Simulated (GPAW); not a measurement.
Wanted: an ASE script for a GPAW 26.7.0 run.

| Quantity | Value |
| --- | --- |
| Task | relaxation of cell and atoms |
| Functional | PBE |
| Potentials or basis | GPAW PAW data sets (gpaw-data 1.2.1) |
| Cutoff | 600 eV |
| Basis | pw |
| k mesh | 8 × 8 × 8 |
| Occupations | fermi-dirac, width 0.05 eV |
| Spin | no spin polarisation |
| Maxiter | 150 |
| Optimizer | BFGS |
| Fmax | 0.02 eV/Å |
| Max steps | 60 |
| Convergence | density=1e-05 forces=0.0001 |

The structure of GaSb lies in POSCAR:

```
GaSb
1.0
    0.0000000000      3.0590000000      3.0590000000
    3.0590000000      0.0000000000      3.0590000000
    3.0590000000      3.0590000000      0.0000000000
Sb Ga
1 1
Direct
    0.7500000000      0.7500000000      0.7500000000
    0.0000000000      0.0000000000      0.0000000000
```

These files were run (other wordings do the same):

run.py

```python
from ase.filters import FrechetCellFilter
from ase.io import read, write
from ase.optimize import BFGS
from gpaw import GPAW, PW

atoms = read('POSCAR')

calc = GPAW(mode=PW(600),
            xc='PBE',
            kpts={'size': (8, 8, 8), 'gamma': True},
            occupations={'name': 'fermi-dirac', 'width': 0.05},
            nbands=18,
            convergence={'density': 1e-05, 'forces': 0.0001},
            maxiter=150,
            txt='gpaw.txt')
atoms.calc = calc
opt = BFGS(FrechetCellFilter(atoms), trajectory='relax.traj', logfile='-')
done = opt.run(fmax=0.02, steps=60)
calc.write('gs.gpw')
write('result.traj', atoms)
print('Converged:', done)
print('Cell:', atoms.cell.cellpar().round(4))
print('Volume:', round(atoms.get_volume(), 4))
print(atoms.get_scaled_positions().round(5))
```

Potentials or basis: GPAW PAW data sets (gpaw-data 1.2.1), pw.

The run is started by

```console
$ OMP_NUM_THREADS=1 python run.py
```

Results of the run:

The relaxed volume is 29.94 Å³/atom. The relaxed cell is a = 4.391 Å, b = 4.391 Å, c = 4.391 Å, α = 60.00°, β = 60.00°, γ = 60.00°, the space group after relaxing (to 0.05 Å) is F-43m (No. 216) and the energy gained by relaxing is 9.7 meV/atom. The ionic steps are 3, the pressure after relaxing is 0.1 GPa and the band gap on the k mesh is none (metal or under the smearing width).

Caveat: later steps reuse the first step's grids.

Wall time 39 s on 1 thread of Arm Neoverse V2 (shared host), peak memory 0.2 GiB.
